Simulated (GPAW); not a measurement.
# AlP (F-43m): G0W0 with GPAW, start to end

How does a plane-wave GW calculation on AlP (F-43m) run from the first input to the gap?

Method: PBE and many-body steps on it, plane waves, in GPAW 26.7.0.

Most raw output is cut from this account.

The database entry behind the starting cell differs from later determinations by our own check (0.1 to 0.3 % short, probably kX units), so it need not match the best structure at ambient conditions.

## 1. Starting point

Symmetry: F-43m, No. 216, cubic system. Conventional cell: a = 5.451 Å, b = 5.451 Å, c = 5.451 Å, α = 90.00°, β = 90.00°, γ = 90.00°. Nearest to Al lie 4 P at 2.36 Å. P has 4 Al at 2.36 Å nearest. Farther neighbours are not listed.

The cell and positions come from the Crystallography Open Database and are kept as given unless a step says otherwise.

## 2. Ground state

This step: GPAW 26.7.0; DFT, PBE, plane waves, PAW.

The ground-state density comes first.

run.py reads:

```python
import json
import numpy as np
from gpaw.mpi import world
from ase import Atoms
from gpaw import GPAW, PW, FermiDirac

atoms = Atoms(['Al', 'P'],
    cell=[[0.0000000000, 2.7255000000, 2.7255000000],
      [2.7255000000, 0.0000000000, 2.7255000000],
      [2.7255000000, 2.7255000000, 0.0000000000]],
    scaled_positions=[[0.0000000000, 0.0000000000, 0.0000000000],
      [0.2500000000, 0.2500000000, 0.2500000000]],
    pbc=(True, True, True))
calc = GPAW(mode=PW(450),
    xc='PBE',
    kpts={'size': (8, 8, 8), 'gamma': True},
    occupations=FermiDirac(0.001),
    nbands=-7,
    convergence={'density': 1e-6, 'bands': -3},
    maxiter=100,
    txt='gs.txt')
atoms.calc = calc
res = {'energy': atoms.get_potential_energy()}
kpts = calc.get_ibz_k_points()
res['kpts'] = kpts
res['eigenvalues'] = [calc.get_eigenvalues(kpt=k) for k in range(len(kpts))]
res['n_electrons'] = calc.get_number_of_electrons()
calc.write('gs.gpw')

if world.rank == 0:
    with open('result.json', 'w') as f:
        json.dump(res, f, default=lambda x: x.tolist())
```

Launch:

```console
$ mpirun -n 4 gpaw python run.py
```

It took 4.4 s on 4 MPI ranks of Arm Neoverse V1, shared host; peak memory 0.58 GiB; 17 s of CPU time.

This step gave:

```
total energy               : -10.32 eV
gap                        : 1.567 eV
k of the valence top       : 0, 0, 0
k of the conduction bottom : 0.5, 0.5, 0
least direct gap           : 3.343 eV
```

The gap is indirect, with the least direct gap 1.78 eV higher.

## 3. Bands along the symmetry lines

The cheap functional maps the bands first; the places of the edges decide which points the dearer methods must see.

run.py reads:

```python
import json
import numpy as np
from gpaw.mpi import world
from gpaw import GPAW

path = [[0.000000, 0.000000, 0.000000],
    [-0.062500, -0.062500, 0.000000],
    [-0.125000, -0.125000, 0.000000],
    [-0.187500, -0.187500, 0.000000],
    [-0.250000, -0.250000, 0.000000],
    [-0.312500, -0.312500, 0.000000],
    [-0.375000, -0.375000, 0.000000],
    [-0.437500, -0.437500, 0.000000],
    [-0.500000, -0.500000, 0.000000],
    [-0.484375, -0.484375, 0.031250],
    [-0.468750, -0.468750, 0.062500],
    [-0.453125, -0.453125, 0.093750],
    [-0.437500, -0.437500, 0.125000],
    [-0.421875, -0.421875, 0.156250],
    [-0.406250, -0.406250, 0.187500],
    [-0.390625, -0.390625, 0.218750],
    [-0.375000, -0.375000, 0.250000],
    [-0.375000, 0.000000, 0.375000],
    [-0.328125, 0.000000, 0.328125],
    [-0.281250, 0.000000, 0.281250],
    [-0.234375, 0.000000, 0.234375],
    [-0.187500, 0.000000, 0.187500],
    [-0.140625, 0.000000, 0.140625],
    [-0.093750, 0.000000, 0.093750],
    [-0.046875, 0.000000, 0.046875],
    [0.000000, 0.000000, 0.000000],
    [0.000000, 0.000000, 0.062500],
    [0.000000, 0.000000, 0.125000],
    [0.000000, 0.000000, 0.187500],
    [0.000000, 0.000000, 0.250000],
    [0.000000, 0.000000, 0.312500],
    [0.000000, 0.000000, 0.375000],
    [0.000000, 0.000000, 0.437500],
    [0.000000, 0.000000, 0.500000],
    [-0.062500, -0.031250, 0.468750],
    [-0.125000, -0.062500, 0.437500],
    [-0.187500, -0.093750, 0.406250],
    [-0.250000, -0.125000, 0.375000],
    [-0.312500, -0.156250, 0.343750],
    [-0.375000, -0.187500, 0.312500],
    [-0.437500, -0.218750, 0.281250],
    [-0.500000, -0.250000, 0.250000],
    [-0.500000, -0.281250, 0.218750],
    [-0.500000, -0.312500, 0.187500],
    [-0.500000, -0.343750, 0.156250],
    [-0.500000, -0.375000, 0.125000],
    [-0.500000, -0.406250, 0.093750],
    [-0.500000, -0.437500, 0.062500],
    [-0.500000, -0.468750, 0.031250],
    [-0.500000, -0.500000, 0.000000]]
calc = GPAW('gs.gpw').fixed_density(kpts=path,
    symmetry='off',
    nbands=14,
    convergence={'bands': 10},
    txt='bands.txt')
res = {}
kpts = calc.get_ibz_k_points()
res['kpts'] = kpts
res['eigenvalues'] = [calc.get_eigenvalues(kpt=k) for k in range(len(kpts))]
res['n_electrons'] = calc.get_number_of_electrons()

if world.rank == 0:
    with open('result.json', 'w') as f:
        json.dump(res, f, default=lambda x: x.tolist())
```

Launch:

```console
$ mpirun -n 4 gpaw python run.py
```

Elapsed: 4.7 s, on 4 MPI ranks; peak memory 0.61 GiB.

Numbers from this step:

| Quantity | Value |
| --- | --- |
| gap | 1.567 eV |
| k of the valence top | 0, 0, 0 |
| k of the conduction bottom | -0.5, -0.5, 0 |
| least direct gap | 3.343 eV |

The gap is 1.567 eV, as in the run before at this level.

The electronic bands at the labelled points (eV, zero at the top of the highest filled band; v1 is the highest filled band, c1 the lowest empty one):

```
    point      v4     v3     v2     v1    c1    c2     c3     c4
        Γ  -11.54   0.00   0.00   0.00  3.34  4.56   4.56   4.56
  halfway  -10.65  -2.89  -1.30  -1.30  2.87  4.09   7.10   7.10
        X   -9.18  -5.33  -2.11  -2.11  1.57  2.47  11.11  11.11
  halfway   -9.17  -5.24  -2.69  -2.02  1.95  3.20   9.99  10.34
        U   -9.21  -5.04  -3.44  -1.74  2.43  5.12   8.48   8.76
jump to K   -9.21  -5.04  -3.44  -1.74  2.43  5.12   8.48   8.76
  halfway  -10.57  -3.44  -1.95  -0.42  4.31  5.27   5.51   6.21
        Γ  -11.54   0.00   0.00   0.00  3.34  4.56   4.56   4.56
  halfway  -10.87  -3.18  -0.44  -0.44  3.35  5.15   5.15   6.97
        L   -9.84  -5.55  -0.77  -0.77  2.83  4.81   4.81   8.30
  halfway   -9.53  -5.19  -2.61  -1.49  3.96  4.54   6.90   7.72
        W   -9.13  -4.93  -3.19  -2.83  4.32  5.96   6.15   6.40
  halfway   -9.15  -5.16  -2.67  -2.52  2.65  3.59   8.68   9.04
        X   -9.18  -5.33  -2.11  -2.11  1.57  2.47  11.11  11.11
```

## 4. Empty states on the mesh, 4×4×4 mesh, 373 bands

The sums over transitions need many empty states on a uniform mesh; this step solves for them.

run.py reads:

```python
import json
import numpy as np
from gpaw.mpi import world
from gpaw import GPAW

calc = GPAW('gs.gpw').fixed_density(kpts={'size': (4, 4, 4), 'gamma': True},
    parallel={'domain': 1, 'band': 1},
    txt='nscf.txt')
calc.diagonalize_full_hamiltonian(nbands=373)
calc.write('full.gpw', mode='all')
res = {}
kpts = calc.get_ibz_k_points()
res['kpts'] = kpts
res['eigenvalues'] = [calc.get_eigenvalues(kpt=k) for k in range(len(kpts))]
res['n_electrons'] = calc.get_number_of_electrons()

if world.rank == 0:
    with open('result.json', 'w') as f:
        json.dump(res, f, default=lambda x: x.tolist())
```

Launch:

```console
$ mpirun -n 4 gpaw python run.py
```

The job ended after 5.5 s (4 MPI ranks; peak memory 0.75 GiB).

This step gave:

```
gap                                                           : 1.567 eV
k of the valence top                                          : 0, 0, 0
k of the conduction bottom                                    : 0.5, 0.5, 0
least direct gap                                              : 3.343 eV
k points computed                                             : 8
lowest point of the top converged band, above the valence top : 240.3743 eV
```

On this mesh the gap is 1.567 eV.

## 5. Screening and self-energy, 4×4×4 mesh, 168 bands, screening to 150 eV

Now the one-shot GW correction: screening in the RPA, then the self-energy of the levels asked for.

This step: G0W0 on PBE, plane waves, PAW.

run.py reads:

```python
import json
import numpy as np
from gpaw.mpi import world
from gpaw.response.g0w0 import G0W0

gw = G0W0('full.gpw',
    filename='gw',
    kpts=[0, 5],
    bands=(2, 6),
    ecut=150,
    nbands=168,
    integrate_gamma='WS',
    ppa=True)
gw.calculate()
res = {mode: {k: v for k, v in r.items() if k != 'sigma_eskwn'}
       for mode, r in gw.all_results.items()}

if world.rank == 0:
    with open('result.json', 'w') as f:
        json.dump(res, f, default=lambda x: x.tolist())
```

Launch:

```console
$ mpirun -n 4 gpaw python run.py
```

Elapsed: 29 s, on 4 MPI ranks; peak memory 1.1 GiB.

Numbers from this step:

```yaml
g0w0_gap_on_the_points_computed: 2.335 eV
least_direct_g0w0_gap_on_the_computed_points: 4.317 eV
z_at_the_valence_top: 0.7740
z_at_the_conduction_bottom: 0.8015
starting_gap_on_the_mesh: 1.567 eV
k_of_the_valence_top: 0, 0, 0
k_of_the_conduction_bottom: 0.5, 0.5, 0
```

The gap on the mesh goes from 1.57 eV to 2.34 eV, a correction of +0.77 eV.

Limits: finite bands, cutoff and mesh; coarse k mesh. v1 is the top filled band, c1 the lowest empty one. The levels before and after the correction (eV, zero at the valence-band top of each column):

```
           conduction bottom  valence top
Kohn-Sham               1.57         0.00
     G0W0               2.34         0.00
```

```
                       level  energy (eV)
Kohn-Sham            Γ v2-v1        0.000
Kohn-Sham               Γ c1        3.343
Kohn-Sham               Γ c2        4.565
Kohn-Sham  (0.5 0.5 0) v2-v1       -2.115
Kohn-Sham     (0.5 0.5 0) c1        1.567
Kohn-Sham     (0.5 0.5 0) c2        2.467
     G0W0            Γ v2-v1        0.000
     G0W0               Γ c1        4.317
     G0W0               Γ c2        5.616
     G0W0  (0.5 0.5 0) v2-v1       -2.240
     G0W0     (0.5 0.5 0) c1        2.335
     G0W0     (0.5 0.5 0) c2        3.381
```

## 6. Where the time went

Times are wall times on 4 MPI ranks of Arm Neoverse V1, shared host, good to a factor of about two.

```
                          step   time  share  memory (GiB)
                  ground state  4.4 s   10 %          0.58
bands along the symmetry lines  4.7 s   11 %          0.61
      empty states on the mesh  5.5 s   13 %          0.75
     screening and self-energy   29 s   67 %           1.1
```

## 7. What came out

| Item | Value |
| --- | --- |
| PBE gap | 1.57 eV, indirect |
| G0W0 gap on the mesh | 2.34 eV |
| GW settings | 4×4×4 mesh, 168 bands, screening to 150 eV, Godby-Needs plasmon pole |
| known limits | not at the basis limit; coarse k mesh |

G0W0 moves the gap on the mesh from 1.57 eV to 2.34 eV (+0.77 eV), with Z of 0.77 and 0.80 at the edges. Only 2 of the mesh's irreducible points were corrected, so a valley elsewhere could overtake. The dearest step here is «screening and self-energy». Bands and cutoff are finite, so the gap is not at the basis limit. The miss can reach some tenths of an eV and take either sign; the mesh is an error of its own. These stock PAW sets were not made for GW. In the G0W0 run levels were corrected at 2 k points alone, so a gap called «on the mesh» is the least over those, and an edge elsewhere would be missed. The 4×4×4 mesh is coarse for this cell, which bears on the long-range parts of exchange and screening.

[Paths, hosts, dates, memory and timing lines, banners, echoed tables and standing remarks are left out of the program output.]

[Logs are printed without paths, hosts, clocks, repeated set-up lines and the standing remarks that a program may print on its own settings, such as how far it seeks lower states.]

[Runs of the session that timed out or met a known fault of the program may be left out.]

[Hosts, paths, dates, database ids (printed as entryN), source tags and the programs' standing remarks are cut or masked in the printed files.]
